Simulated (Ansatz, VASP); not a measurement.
## Two plane-wave programs on Se

```
CELL_PARAMETERS angstrom
3.98116 0.00000 0.00000
-1.99058 3.44778 0.00000
0.00000 0.00000 7.46681
ATOMIC_POSITIONS crystal
Se 0.00000 0.00000 0.84251
Se 0.00000 0.00000 0.15749
Se 0.33333 0.66667 0.60460
Se 0.66667 0.33333 0.39540
```

Alike in both runs: functional PBE; k mesh 6 × 6 × 4; occupations gaussian, width 0.1 eV; no spin polarisation.

Ansatz relaxed the structure, and its values are those at the end. VASP's run is a single point on that final structure, the one shown.

|  | VASP | Ansatz |
| --- | --- | --- |
| version | VASP 6.6.1 | Ansatz 0.2.0 |
| potentials or method | VASP PAW PBE potentials, release 64 (Se) | scalar-relativistic, plane waves, PAW |
| plane-wave cutoff (eV) | 520 | 420 |
| valence electrons in the cell | 24 | 64 |

```tsv
	VASP	Ansatz	Ansatz less VASP
gap on the k mesh at the Fermi level (eV)	none	none	-
pressure (GPa)	0.0	0.0	-0.03
rms of the force components (eV/Å)	0.013	0.005	-0.0081
```

A gap of «none» marks a metal or a gap that the smearing closes. The two sets of potentials don't hold the same shells in valence.
